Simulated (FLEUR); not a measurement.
Ga:

```
CELL_PARAMETERS angstrom
2.77842 0.00000 0.00000
0.00000 3.28161 0.00000
-1.34343 0.00000 3.99027
ATOMIC_POSITIONS crystal
Ga 0.13460 0.75000 0.77017
Ga 0.86540 0.25000 0.22983
```

This isn't the form of Ga at room conditions, which is orthorhombic.

```yaml
Program: FLEUR MaX-R8.1 (later development tree)
Task: single point
Functional: PBEsol
Potentials_or_basis: all-electron
Basis: FLAPW
Kmax: 4.26 1/bohr
k_mesh: 10 × 8 × 7
Occupations: fermi-dirac, width 0.05 eV
Spin: no spin polarisation
Gmax: 13.2 1/bohr
Muffin-tin_radii: Ga 2.3 bohr
lmax: Ga 9
lnonsphr: Ga 9
Local_orbitals_a_species: Ga 6
Max_iterations: 60
Mixing_factor: 0.05
Mixer: Anderson
Mixer_history: 15
```

On this cell: largest force 0.071 eV/Å; band gap on the k mesh none (metal or under the smearing width).

The same run follows on a disturbed copy (atoms moved at random, drawn with an rms of 0.05 Å):

```xyz
2
Lattice="2.7784 0.0000 0.0000 0.0000 3.2816 0.0000 -1.3434 0.0000 3.9903" Properties=species:S:1:pos:R:3 pbc="T T T"
Ga   -0.6658    2.4533    3.0615
Ga    2.0773    0.8443    0.9079
```

**Question.** What changes?

**Answer.** The energy (extrapolated to zero smearing) moves by +0.4 meV/atom; largest force 0.084 eV/Å; band gap on the k mesh none (metal or under the smearing width).

Forces in eV/Å, atoms in the order of the input:
```
Ga  -0.013  0.057 -0.060
Ga   0.013 -0.057  0.060
```
